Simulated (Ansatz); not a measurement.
# Ge: the cost of one run

Program: Ansatz 0.2.0. Level of theory: DFT, PBE, plane-wave PAW, default files, scalar-relativistic. These are calculated values, not measurements.

**1. The system as given**

It takes space group P4_32_12 (No. 96, tetragonal). Conventional cell: a = 5.930 Å, b = 5.930 Å, c = 6.980 Å, α = 90.00°, β = 90.00°, γ = 90.00°. Ge (site symmetry 2) is surrounded by 4 Ge at 2.44 to 2.55 Å. Around Ge (site symmetry 1) lie 4 Ge at 2.44 to 2.55 Å.

Coordinates:

```cif
data_structure
_symmetry_space_group_name_H-M 'P 1'
_symmetry_Int_Tables_number 1
_cell_length_a 5.9300
_cell_length_b 5.9300
_cell_length_c 6.9800
_cell_angle_alpha 90.000
_cell_angle_beta 90.000
_cell_angle_gamma 90.000
_cell_volume 245.45
loop_
_atom_site_label
_atom_site_type_symbol
_atom_site_fract_x
_atom_site_fract_y
_atom_site_fract_z
_atom_site_occupancy
Ge1 Ge 0.07500 0.07500 0.00000 1
Ge2 Ge 0.42500 0.57500 0.75000 1
Ge3 Ge 0.92500 0.92500 0.50000 1
Ge4 Ge 0.57500 0.42500 0.25000 1
Ge5 Ge 0.16670 0.37500 0.25000 1
Ge6 Ge 0.12500 0.66670 0.00000 1
Ge7 Ge 0.83330 0.62500 0.75000 1
Ge8 Ge 0.87500 0.33330 0.50000 1
Ge9 Ge 0.66670 0.12500 0.00000 1
Ge10 Ge 0.62500 0.83330 0.25000 1
Ge11 Ge 0.33330 0.87500 0.50000 1
Ge12 Ge 0.37500 0.16670 0.75000 1
```

The earlier run gave: gap on the mesh 0.54 eV, largest force 0.903 eV/Å, pressure 4.0 GPa.

Like atoms gathered into sites:

| site | atoms | first shell | V_zz (10²¹ V/m²) | η | C_Q (MHz) |
| --- | --- | --- | --- | --- | --- |
| Ge1 | 1, 2, 3, 4 | 4 Ge at 2.44–2.55 Å | 3.32 | 0.44 | -15.8 (⁷³Ge) |
| Ge5 | 5, 6, 7, 8, … | 4 Ge at 2.44–2.55 Å | -5.05 | 0.77 | 23.9 (⁷³Ge) |

Conventions: |V_zz| ≥ |V_yy| ≥ |V_xx|, η = (V_xx − V_yy)/V_zz, C_Q = eQV_zz/h. Quadrupole moments are those of Pyykkö's year-2017 table.

**2. Z stretched by -2 %, ions relaxed**

The input, input.yaml:

```yaml
crystal:
  lattice:
    - [5.93, 0.0, 0.0]
    - [0.0, 5.93, 0.0]
    - [0.0, 0.0, 6.8404]
  atoms:
    - { symbol: Ge, position: [0.0898971816, 0.0898971816, 0.0] }
    - { symbol: Ge, position: [0.4101028184, 0.5898971816, 0.75] }
    - { symbol: Ge, position: [0.9101028184, 0.9101028184, 0.5] }
    - { symbol: Ge, position: [0.5898971816, 0.4101028184, 0.25] }
    - { symbol: Ge, position: [0.172343507, 0.3691185639, 0.2595049997] }
    - { symbol: Ge, position: [0.1308814361, 0.672343507, 0.0095049997] }
    - { symbol: Ge, position: [0.827656493, 0.6308814361, 0.7595049997] }
    - { symbol: Ge, position: [0.8691185639, 0.327656493, 0.5095049997] }
    - { symbol: Ge, position: [0.672343507, 0.1308814361, -0.0095049997] }
    - { symbol: Ge, position: [0.6308814361, 0.827656493, 0.2404950003] }
    - { symbol: Ge, position: [0.327656493, 0.8691185639, 0.4904950003] }
    - { symbol: Ge, position: [0.3691185639, 0.172343507, 0.7404950003] }
kpoints:
  mp_grid: { grid: [8, 8, 7] }
scf:
  occupations: { method: fermi_dirac, width: 0.02 }
hamiltonian:
  xc: pbe
  pseudopotentials: { kind: paw }
output:
  forces: true
  stress: true
  populations: true
  efg: { quadrupole_moments_barn: { Ge: -0.196 }, contact_densities: true }
relax:
  f_tol: 0.02
  max_steps: 60
```

Launch:

```bash
$ ansatz run input.yaml --threads 4 --pin off --max-ram 8192MiB --backend cpu --events-out ev --progress --plain --runs-dir out
```

**Question.** How long does this run take on 4 threads of Intel Xeon 6975P-C (Granite Rapids), shared host, and how much memory does it need?

About 55 s, with a peak of 1.7 GiB.
